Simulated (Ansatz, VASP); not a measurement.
# One calculation of BiTe, two programs

```
CELL_PARAMETERS angstrom
0.00000 3.25193 3.25193
3.25193 0.00000 3.25193
3.25193 3.25193 0.00000
ATOMIC_POSITIONS crystal
Bi 0.00000 0.00000 0.00000
Te 0.50000 0.50000 0.50000
```

Alike in both runs: functional PBE; k mesh 9 × 9 × 9; occupations fermi-dirac, width 0.05 eV; no spin polarisation.

Ansatz relaxed the structure, and its values are those at the end. VASP's run is a single point on that final structure, the one shown.

|  | VASP | Ansatz |
| --- | --- | --- |
| version | VASP 6.6.1 | Ansatz 0.2.0 |
| potentials or method | VASP PAW PBE potentials, release 64 (Bi_d, Te), cutoff 520 eV | all-electron LAPW, scalar-relativistic |

```csv
,VASP,Ansatz,Ansatz less VASP
pressure (GPa),-0.1,0.0,+0.09
```

Ansatz ran all-electron here, so the differences hold the error of VASP's frozen core and of both bases.
